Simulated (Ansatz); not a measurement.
C2H6 on a (101) slab of WC (P-6m2 (No. 187)), 8 planes, outer planes C (top) and W (bottom), 1 a cell of 44.0 Å², relaxed and still whole (its atoms last):

```xyz
40
Lattice="5.8038 0.0000 0.0000 -2.9019 7.5736 0.0000 0.0000 0.0000 26.2251" Properties=species:S:1:pos:R:3 pbc="T T T"
W     2.9019    5.4546    8.0000
W     4.3529    1.6678    8.0000
W     0.0000    5.4546    8.0000
W     1.4510    1.6678    8.0000
C     0.0000    0.0524    8.3133
C    -1.4510    3.8392    8.3133
C     2.9019    0.0524    8.3133
C     1.4510    3.8392    8.3133
W     2.9019    3.3357    9.8799
W     1.4510    7.1225    9.8799
W     0.0000    3.3357    9.8799
W    -1.4510    7.1225    9.8799
C     2.9019    5.5071   10.1932
C     4.3529    1.7203   10.1932
C     0.0000    5.5071   10.1932
C     1.4510    1.7203   10.1932
W     2.9035    1.2208   11.7785
W     1.4526    5.0022   11.7820
W     0.0006    1.2200   11.7719
W    -1.4489    5.0026   11.7823
C     2.9035    3.3655   12.0822
C     1.4522    7.1584   12.0560
C     0.0024    3.3679   12.0793
C    -1.4492    7.1591   12.0561
W     0.0024    6.6473   13.6277
W     1.4465    2.8377   13.6384
W     2.9061    6.6462   13.6253
W     4.3542    2.8385   13.6387
C     2.9015    1.3286   13.9232
C     1.4524    5.1797   13.9134
C    -0.0009    1.3069   13.8881
C    -1.4458    5.1777   13.9170
C    -3.6813   10.6116   16.5549
C    -2.1669   10.4723   16.5045
H    -4.0128   11.6454   16.4139
H    -4.1005   10.2335   17.4982
H    -4.1673    9.9402   15.7969
H    -1.7444   11.1364   15.6997
H    -1.8428    9.4351   16.3670
H    -1.6822   10.8736   17.4067
```

The calculation used DFT PBE+D3(BJ), scalar-relativistic, plane waves, PAW in Ansatz 0.2.0. Cutoff 420 eV; k points 4×3×1 on the computed 40-atom cell (Γ-centred); Gaussian smearing, width 0.10 eV; no spin polarisation. The cell repeats along c with a dipole correction in the vacuum.

It binds with 0.57 eV a molecule against the clean slab and the free molecule (no zero-point or thermal terms); its shortest contact is H–W 2.20 Å. Take first-order desorption with no barrier to adsorption, no reaction on the face and an assumed prefactor of 10^13 s⁻¹.

(1) How long does a molecule stay at 573 K?

(2) Where does its peak lie in a desorption experiment heated at 1 K/s?

(3) Is this physisorption or chemisorption?

Results:

(1) τ = ν⁻¹·exp(E/k_BT) with k_BT = 0.0494 eV: E/k_BT = 11.5, so τ ≈ 1×10^-8 s. At about one hit a site a second (10⁻⁶ mbar) the coverage is near τ × 1 s⁻¹, so a layer needs roughly 1×10^2 mbar.

(2) The peak obeys E/(k_B·T_p²) = (ν/β)·exp(−E/k_BT_p). Solving gives T_p ≈ 208 K (E/k_BT_p = 31.8). An error of 0.1 eV in E moves it by about 36 K, and larger molecules have larger prefactors, which lowers it.

(3) The tightest contact, H–W 2.20 Å, is 1.14 times the sum of covalent radii, and deformation and lateral interaction add up to +0.10 eV. This is chemisorption.